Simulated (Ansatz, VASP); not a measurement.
# Cross-check of ZnSi53N72 (Zn_Si) between VASP and Ansatz

Wanted: the spread between two codes on one cell, functional and k mesh. The cell is taken from a series of runs on this material, whose earlier steps may have relaxed, scaled, displaced or heated it; both programs get it as it stands.

Program: Ansatz 0.2.0. Level of theory: plane waves, with VASP 6.6.1 beside it; single point at PBEsol. Results are calculated unless marked as measured.

## Step 1: The starting structure

The cell holds 126 atoms: 53 Si, 72 N and 1 Zn. Cell: a = 13.206 Å, b = 13.206 Å, c = 8.731 Å, α = 90.0°, β = 90.0°, γ = 120.0°. It derives from Si3N4 (Si3N4 (P6_3/m)). Nearest the centre at fractional (0.353, 0.473, 0.583): Zn126 at 0.05 Å, N84 at 1.89 Å, N79 at 1.90 Å, N112 at 1.92 Å, N88 at 1.92 Å, Si2 at 2.90 Å, Si37 at 2.90 Å, Si31 at 3.04 Å. The cell carries charge −1.

## Step 2: Ansatz: single point, PBEsol

Ansatz runs on its PAW soft_1 files.

A single point gives forces, pressure and levels at one fixed geometry, so differences don't come from the geometry; what else differs is listed under the comparison.

input.yaml reads:

```yaml
crystal:
  checkpoint: "../qm1_M1.relax.run"
  host: checkpoint
total_charge: -1
basis:
  ecutwfc: 420
  xc_grid: 2
hamiltonian:
  xc: pbesol
  pseudopotentials: { kind: paw, azcp: { folder: soft_1 }, xc_functional: pbe }
kpoints:
  mp_grid: { grid: [2, 2, 2], shift: [0.5, 0.5, 0.5] }
magnetization:
  spin_polarized: true
  initial_magnetization: 1
  spin_locking: { lock_magnetization: hard }
scf:
  occupations: { method: fermi_dirac, width: 0.01 }
  max_iter: 100
output:
  forces: true
  eigenvalues: true
  charged_corrections:
    epsilon: [4.29, 4.29, 4.37]
    static_epsilon: [8.29, 8.29, 8.25]
    defect_position: [0.352834, 0.473222, 0.583333]
  eigenstates: { localisation: true }
  populations: true
  efg: {}
checkpoint:
  read: "../qm1_M1.relax.run"
  write: "../qm1_M1.point.run"
  compress: false
  write_wavefunctions: false
  write_every: 100000
```

Run with:

```sh
ansatz run input.yaml --threads 4 --pin off --max-ram 15073MiB --backend cpu --events-out ev --progress --plain --runs-dir out
```

Numbers of over 12 decimals in the logs are rounded to 6 here.

Output:

```text
crystal.checkpoint: the structure is that of <dir>, a `relax` run, at its step 8: its result, under pbesol at a charge of -1 e; 126 atoms read, 0 with a starting moment; crystal.structure_sha256 for this input is
Engine: ansatz 0.2.0, aarch64-unknown-linux-gnu
Pseudopotentials: kind: paw
Pseudopotential: Si, paw, valence charge 4, recommended cutoff 420 eV (normal), soft_1/Si.paw.azcp
Pseudopotential: N, paw, valence charge 5, recommended cutoff 420 eV (normal), soft_1/N.paw.azcp
Pseudopotential: Zn, paw, valence charge 12, recommended cutoff 420 eV (normal), soft_1/Zn.paw.azcp
Functional definition: PBEsol
  exchange = pbesol_x
  correlation = pbesol_c
Crystal: 126 atoms, lattice volume = 1318.628 Å³
Basis set: ecut = 420 eV, 25805 PW (Γ), exchange–correlation on 180×180×120 points (8 copies of the dense FFT grid, shifted against one another)
Bands: 419, of which v1, the nominal top of the filled ones, is band 293 counted from 1 (292 counted from 0)
Symmetry: 1 space group operations
Space group: P1 (ITA 1), of the structure as read, at distance tolerance 1.1e-4 Å
Magnetic group: BNS 1.1 (UNI 1), of the structure as read, at distance tolerance 1.1e-4 Å
k-points: 4 of 8 (time reversal used)
Non-local potential: Si, projectors of the file, l = 0: 2, l = 1: 2, l = 2: 1
Non-local potential: N, projectors of the file, l = 0: 2, l = 1: 2, l = 2: 1
Non-local potential: Zn, projectors of the file, l = 0: 2, l = 1: 2, l = 2: 3, l = 3: 1
PAW form: soft (Blöchl's): semilocal exchange-correlation on the pseudo side does not see the compensation charge
PAW frozen core: Si, regenerated for the run's functional, and the local potential with it (the file was generated under x = pbe(κ = 0.804, μ = 0.219515), c = pbe(β = 0.066725))
PAW frozen core: N, regenerated for the run's functional, and the local potential with it (the file was generated under x = pbe(κ = 0.804, μ = 0.219515), c = pbe(β = 0.066725))
PAW frozen core: Zn, regenerated for the run's functional, and the local potential with it (the file was generated under x = pbe(κ = 0.804, μ = 0.219515), c = pbe(β = 0.066725))
PAW one-centre angular grid: Si, 110 points (default); XC on 64 Gauss nodes
PAW one-centre angular grid: N, 110 points (default); XC on 64 Gauss nodes
PAW one-centre angular grid: Zn, 590 points (default); XC on 64 Gauss nodes
Initial density: read from a saved state, or passed on in memory by an earlier SCF of this step, an earlier step, the calling program or the single point that the run made first
Stability of the state it starts from, as read at its close in the collinear treatment: not read negative (Ritz values of 1 − χ₀K, real part plus size of imaginary part, from 1.1 to 1.3, by its mixing steps under no symmetry); read among states of the locked total moment alone; its run was given moments
Starting moments: Σ|m| = 1 μB on 126 of 126 sites; this step starts from the density that it was given
Initial wavefunctions: pseudopotential atomic-orbital guess — the wavefunctions supplied were not used: k-point sampling differs
Functional: x = pbesol(κ = 0.804, μ = 0.123457), c = pbesol(β = 0.046)
iter 1 solved again at ethr=8.78e-6 eV; its pass at ethr=3.10e-3 eV (dr2=5.13e-2 eV) is discarded
SCF iter   1: F=—  HF=-63609.402633 eV  |F-HF|=—  |Δ(HF+E_count)|=         —  Δρ=1.36e-3 (↑1.45e-5 ↓1.36e-3)  dr2=5.11e-2  dr2_m=5.56e-3  M=1.000 μB ∫|m|=1.071 μB  β_m=0.30  ethr=8.78e-6  ⟨swp⟩=8.4  Hψ=26719  notcnv=0
preconditioner: auto → Resta (q_TF=auto, 2.383 Å⁻¹)  ε∞=4.1  [insulator: Δε(μ)=0.027 eV  Ē_g=14.108 eV  σ=0.010 eV  W_gap=0.59  n_scr=282 (ndim 8)  ℏωp=24.7 eV  f_vac=0.035  D(μ)=17.50/eV (n_scr^D=82)  ε∞_Penn≈4.1]
spin=Collinear: Resta preconditioning applied to the charge; magnetization (m = ρ↑ − ρ↓) channel mixes plain (no charge-response kernel on spin).
SCF iter   2: F=—  HF=-63609.407987 eV  |F-HF|=—  |Δ(HF+E_count)|=   5.35e-3  Δρ=2.47e-3 (↑2.55e-4 ↓2.47e-3)  dr2=1.71e-1  dr2_m=1.61e-2  M=1.000 μB ∫|m|=1.082 μB  β_m=0.18  ethr=8.74e-6  ⟨swp⟩=4.0  Hψ=6392  notcnv=0  recentre
SCF iter   3: F=—  HF=-63609.400923 eV  |F-HF|=—  |Δ(HF+E_count)|=   7.06e-3  Δρ=2.51e-4 (↑7.33e-5 ↓2.51e-4)  dr2=1.50e-3  dr2_m=2.49e-4  M=1.000 μB ∫|m|=1.071 μB  β_m=0.41  ethr=8.74e-6  ⟨swp⟩=2.5  Hψ=4120  notcnv=0
SCF iter   4: F=—  HF=-63609.401051 eV  |F-HF|=—  |Δ(HF+E_count)|=   1.29e-4  Δρ=6.02e-4 (↑5.51e-5 ↓6.02e-4)  dr2=1.02e-2  dr2_m=1.04e-3  M=1.000 μB ∫|m|=1.071 μB  β_m=0.41  ethr=2.57e-7  ⟨swp⟩=2.2  Hψ=5152  notcnv=0
SCF iter   5: F=—  HF=-63609.400756 eV  |F-HF|=—  |Δ(HF+E_count)|=   2.96e-4  Δρ=5.61e-5 (↑2.72e-5 ↓5.61e-5)  dr2=7.90e-5  dr2_m=1.32e-5  M=1.000 μB ∫|m|=1.072 μB  β_m=0.44  ethr=2.57e-7  ⟨swp⟩=2.0  Hψ=3820  notcnv=0
[...]
k-point 3 ↓: bands = [... 289 lower, 7.9461, 8.0465, 8.2037, 8.2581, 12.6428, 12.7200, 12.8350, 12.8451, ... 122 higher]
--- Löwdin populations: 126 sites ---
  site symbol       q [e]    m [muB]
     0     Si      2.6476    -0.0001
     1     Si      2.6733    -0.0026
     2     Si      2.6470    -0.0001
     3     Si      2.6502    -0.0002
     4     Si      2.6439    -0.0009
     5     Si      2.6481    -0.0003
     6     Si      2.6531    -0.0009
     7     Si      2.6486    -0.0003
     8     Si      2.6475    -0.0003
     9     Si      2.6510    -0.0021
    10     Si      2.6495    -0.0001
    11     Si      2.6481    -0.0002
    12     Si      2.6478    -0.0002
    13     Si      2.6502    -0.0020
    14     Si      2.6472    -0.0001
    15     Si      2.6491    -0.0001
    16     Si      2.6475    -0.0004
    17     Si      2.6490    -0.0007
    18      N      5.9164     0.0025
    19      N      5.8789     0.0887
    20      N      5.9147     0.0013
    21      N      5.9062     0.0166
    22      N      5.9142     0.0017
    23      N      5.9101     0.0056
[...]
118      N      5.9098     0.0044
   119      N      5.9055     0.0010
   120      N      5.8972     0.0136
   121      N      5.9041     0.0009
   122      N      5.9062     0.0016
   123      N      5.9047     0.0008
   124      N      5.8999     0.0049
   125      N      5.9065     0.0027
  spilling = 0.014131 (of n_electrons = 585.000000)
```

## Step 3: VASP: single point, PBEsol

The same cell, functional, mesh and smearing now go to VASP, with its own data sets.

Lines of VASP's logs that name or quote its potential files are left out, and so is its time.

INCAR reads:

```
SYSTEM = ZnSi53N72
PREC = Accurate
ENCUT = 520
EDIFF = 1E-06
NELM = 200
ISMEAR = -1
SIGMA = 0.01
LREAL = Auto
ALGO = Normal
GGA = PS
NELECT = 585
NBANDS = 384
ISPIN = 2
MAGMOM = -0 0 -0 -0 -0 -0 -0 -0 -0 -0 -0 -0 -0 0 -0 -0 -0 -0 -0 -0 0 -0 0 0 -0 0 0 0 -0 -0 -0 -0 -0 -0 -0 -0 0 -0 0 -0 0 0 -0 0 -0 -0 -0 -0 0 -0 -0 -0 -0 0 0.06 0 0.01 0 0 0 0 0 0 0.01 0 0 0 0 0 0 0 0 0 0 0 0 0 0 0.21 0 0.01 0 0.01 0.05 0 0 0 0.04 0 0 0.01 0 0 0.01 0 0.01 0 0 0 0 0 0 0.06 0 0.01 0 0.01 0 0 0 0 0.04 0 0 0.01 0 0 0 0 0.01 0 0 0 0 0 0.04
LORBIT = 11
LWAVE = .FALSE.
LCHARG = .FALSE.
ISIF = 2
ISYM = 0
NUPDOWN = 1
LASPH = .TRUE.
GGA_COMPAT = .FALSE.
KPAR = 4
```

POSCAR reads:

```
ZnSi53N72
1.0
   11.4366858822      6.6029736727      0.0000000000
  -11.4366858822      6.6029736727      0.0000000000
    0.0000000000      0.0000000000      8.7307673276
Si N Zn
53 72 1
Direct
    0.0196421390      0.8064110936      0.2491871848
    0.3535485527      0.4766923290      0.2509515353
[... 7 atom lines left out ...]
    0.1935255526      0.2131344025      0.2509039169
[... 3 atom lines left out ...]
    0.4549333988      0.3148202053      0.2505958043
[... 7 atom lines left out ...]
    0.5488411803      0.6883587113      0.4139508061
[... 1 atom line left out ...]
    0.1377476678      0.4533464644      0.4176121791
[... 2 atom lines left out ...]
    0.1911574891      0.2081337239      0.5833663902
    0.5276341924      0.8789941300      0.5833126501
[... 1 atom line left out ...]
    0.1200716663      0.6461216732      0.5833581732
    0.4562326493      0.3124712282      0.5834603578
[... 2 atom lines left out ...]
    0.6467963109      0.5284047733      0.4169692098
    0.9802101977      0.1942277862      0.4162795618
[... 1 atom line left out ...]
    0.3535605514      0.4766103496      0.9157396399
[... 2 atom lines left out ...]
    0.5487949029      0.6883238249      0.7525828075
[... 1 atom line left out ...]
    0.1377773298      0.4533029012      0.7490019522
[... 2 atom lines left out ...]
    0.1935390188      0.2131598498      0.9158938246
[... 3 atom lines left out ...]
    0.4549231876      0.3148067120      0.9162874561
[... 2 atom lines left out ...]
    0.6468339712      0.5284217884      0.7497844147
    0.9802150012      0.1942276240      0.7504833658
[... 1 atom line left out ...]
    0.3337923309      0.3341096468      0.2516217873
[... 4 atom lines left out ...]
    0.2116522836      0.4552208197      0.2503444238
[... 3 atom lines left out ...]
    0.4223959236      0.5477384609      0.0833378745
[... 5 atom lines left out ...]
    0.5505588828      0.7631968189      0.2477474964
[... 5 atom lines left out ...]
    0.5781252321      0.4531784746      0.2498221846
[... 2 atom lines left out ...]
    0.3315227547      0.3196576806      0.5832927940
[... 1 atom line left out ...]
    0.9969521279      0.3323584941      0.4121622026
[... 1 atom line left out ...]
    0.6703949582      0.6695056921      0.4174507093
    0.2005160527      0.4520162786      0.5832642979
[... 3 atom lines left out ...]
    0.4332600632      0.5537296050      0.4000946535
[... 1 atom line left out ...]
    0.1208611755      0.5765477062      0.4149464403
    0.4598139371      0.2431557382      0.4153024854
[... 1 atom line left out ...]
    0.2034089986      0.0826674849      0.5833712041
    0.5468822612      0.7587844856      0.5832536332
[... 1 atom line left out ...]
    0.1183266809      0.2078970887      0.4166281444
[... 3 atom lines left out ...]
    0.5778602768      0.4527630325      0.5833835038
[... 2 atom lines left out ...]
    0.3337785633      0.3340608457      0.9152840438
[... 1 atom line left out ...]
    0.9969421113      0.3323369057      0.7544652563
[... 1 atom line left out ...]
    0.6703462652      0.6694911288      0.7492178242
    0.2116140514      0.4551025435      0.9163217221
[... 3 atom lines left out ...]
    0.4330799135      0.5538271199      0.7665841649
[... 1 atom line left out ...]
    0.1208548847      0.5764929808      0.7517172338
    0.4599192698      0.2432089492      0.7515901267
[... 2 atom lines left out ...]
    0.5506623852      0.7632301218      0.9188269210
[... 1 atom line left out ...]
    0.1183760377      0.2079663661      0.7501372256
[... 3 atom lines left out ...]
    0.5780896648      0.4532213740      0.9169316865
[... 1 atom line left out ...]
    0.3566322895      0.4761570757      0.5833069219
```

KPOINTS reads:

```
Points of the shifted mesh
8
Reciprocal
 0.2500000000  0.2500000000  0.2500000000 1
 0.2500000000  0.2500000000  0.7500000000 1
 0.2500000000  0.7500000000  0.2500000000 1
 0.2500000000  0.7500000000  0.7500000000 1
 0.7500000000  0.2500000000  0.2500000000 1
 0.7500000000  0.2500000000  0.7500000000 1
 0.7500000000  0.7500000000  0.2500000000 1
 0.7500000000  0.7500000000  0.7500000000 1
```

PAW data sets: Si, N and Zn (PBE family, release 64).

Run with:

```sh
mpirun -np 16 vasp_std
```

Output:

```text
[banner, memory and clock lines left out]
running   16 mpi-ranks, on    1 nodes
[...]
|                                                                             |
|           W    W    AA    RRRRR   N    N  II  N    N   GGGG   !!!           |
|           W    W   A  A   R    R  NN   N  II  NN   N  G    G  !!!           |
|           W    W  A    A  R    R  N N  N  II  N N  N  G       !!!           |
|           W WW W  AAAAAA  RRRRR   N  N N  II  N  N N  G  GGG   !            |
|           WW  WW  A    A  R   R   N   NN  II  N   NN  G    G                |
|           W    W  A    A  R    R  N    N  II  N    N   GGGG   !!!           |
|                                                                             |
|     For optimal performance we recommend to set                             |
|       NCORE = 2 up to number-of-cores-per-socket                            |
|     NCORE specifies how many cores store one orbital (NPAR=cpu/NCORE).      |
|     This setting can greatly improve the performance of VASP for DFT.       |
[...]
DAV:   5    -0.121082456635E+04   -0.39784E+00   -0.39741E+00 16904   0.353E+00BRMIX: very serious problems
 the old and the new charge density differ
 old charge density:   584.00000 new  585.00000
BRMIX: very serious problems
 the old and the new charge density differ
 old charge density:   584.00000 new  585.00000
BRMIX: very serious problems
 the old and the new charge density differ
 old charge density:   584.00000 new  585.00000
BRMIX: very serious problems
 the old and the new charge density differ
 old charge density:   584.00000 new  585.00000
    0.879E+01
DAV:   6    -0.106802825491E+04    0.14280E+03   -0.52212E+02 16952   0.561E+01    0.424E+01
DAV:   7    -0.106686546877E+04    0.11628E+01   -0.70407E+01 17920   0.318E+01    0.217E+01
DAV:   8    -0.106657712353E+04    0.28835E+00   -0.12667E+01 17184   0.872E+00    0.119E+01
DAV:   9    -0.106650526413E+04    0.71859E-01   -0.15768E+00 17312   0.406E+00    0.379E+00
[...]
DAV:  21    -0.106651336826E+04   -0.46002E-05   -0.46740E-05 17064   0.111E-02    0.816E-03
DAV:  22    -0.106651336928E+04   -0.10271E-05   -0.43904E-06 11448   0.609E-03    0.390E-03
DAV:  23    -0.106651337003E+04   -0.74950E-06   -0.12758E-06  9232   0.350E-03
   1 F= -.10665134E+04 E0= -.10665109E+04  d E =-.490269E-02  mag=     1.0000
```

Parts of OUTCAR (step 3):

```text
 magnetization (x)
# of ion       s       p       d       tot
------------------------------------------
    1       -0.000  -0.000   0.000  -0.000
    2       -0.001  -0.001   0.000  -0.002
    3       -0.000  -0.000   0.000  -0.000
    4       -0.000  -0.000   0.000  -0.000
    5       -0.000  -0.000   0.000  -0.000
    6       -0.000  -0.000   0.000  -0.000
[...]
124        0.000   0.003   0.000   0.004
  125        0.000   0.002   0.000   0.002
  126       -0.003  -0.001   0.037   0.034
--------------------------------------------------
tot          0.009   0.659   0.037   0.705
```

The run ends at a pressure of 3.00 GPa, with forces up to 0.067 eV/Å.

## Step 4: Differences

Known differences besides the potentials themselves: VASP starts from the moments at which Ansatz ended; the cutoff is 420 eV in Ansatz and 520 eV in VASP (PREC = Accurate, projectors in real space); Ansatz makes its cores anew for this functional, VASP keeps those of its PBE data sets; site moments are counted in spheres of each program's own size. Total energies have different zeros and are not compared.

Compared:

| quantity | Ansatz | VASP | difference |
| --- | --- | --- | --- |
| total moment, fixed by the input (μB) | 1.00 | 1.00 | 0.00 |
| moment on N79 (μB) | 0.21 | 0.22 | -0.02 |
| moment on N55 (μB) | 0.06 | 0.06 | 0.00 |
| moment on N103 (μB) | 0.06 | 0.06 | 0.00 |
| moment on N84 (μB) | 0.05 | 0.05 | 0.00 |

At this near-relaxed geometry the largest component of a force difference is 26 meV/Å. The cell carries a charge of -1 e against a uniform background, so its pressure also hangs on how the neutralising background is counted, and in a defect's cell a gap may be the spacing between its levels.

## Step 5: Summary of results

| Quantity | Value |
| --- | --- |
| difference in moment on N79 (single point, PBEsol) | -0.015 μB |

What this shows: The difference in moment on N79 is -0.015 μB (single point, PBEsol). Such differences can come from data sets, numerical settings and the points named under the comparisons, not from the functional's error against experiment.

[Lines on the potential files, build, host, timing and source positions are cut from VASP's logs without a mark.]

[Logs are printed without paths, hosts, clocks, repeated set-up lines and the standing remarks that a program may print on its own settings, such as how far it seeks lower states.]

[Hosts, paths, dates, database ids (printed as entryN), source tags and the programs' standing remarks are cut or masked in the printed files.]
